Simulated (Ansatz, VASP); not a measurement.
One calculation of Na2F, two programs

```
CELL_PARAMETERS angstrom
3.37346 0.00000 0.00000
0.00000 3.37346 0.00000
0.00000 0.00000 5.31298
ATOMIC_POSITIONS crystal
Na 0.00000 0.00000 0.00000
Na 0.50000 0.50000 0.50000
F 0.00000 0.00000 0.50000
```

Change from the starting cell: ordered vacancies on the anion sites of rock salt (P4/mmm, No. 123).

Alike in both runs: functional PBE; k mesh 14 × 14 × 10; occupations gaussian, width 0.1 eV; no spin polarisation.

Ansatz relaxed the structure, and its values are those at the end. VASP's run is a single point on that final structure, the one shown.

|  | VASP | Ansatz |
| --- | --- | --- |
| version | VASP 6.6.1 | Ansatz 0.2.0 |
| potentials or method | VASP PAW PBE potentials, release 64 (Na_pv, F) | scalar-relativistic, plane waves, PAW |
| plane-wave cutoff (eV) | 520 | 420 |
| valence electrons in the cell | 21 | 25 |

|  | VASP | Ansatz | Ansatz less VASP |
| --- | --- | --- | --- |
| gap on the k mesh at the Fermi level (eV) | none | none | - |
| pressure (GPa) | -0.1 | 0.0 | +0.07 |

A gap of «none» marks a metal or a gap that the smearing closes. The functional is the same, so the differences come from potentials, cutoffs and numerics. The two sets of potentials don't hold the same shells in valence.

Caveats: an odd number of electrons without spin polarisation forces a metal; a magnetic or distorted state may lie lower.
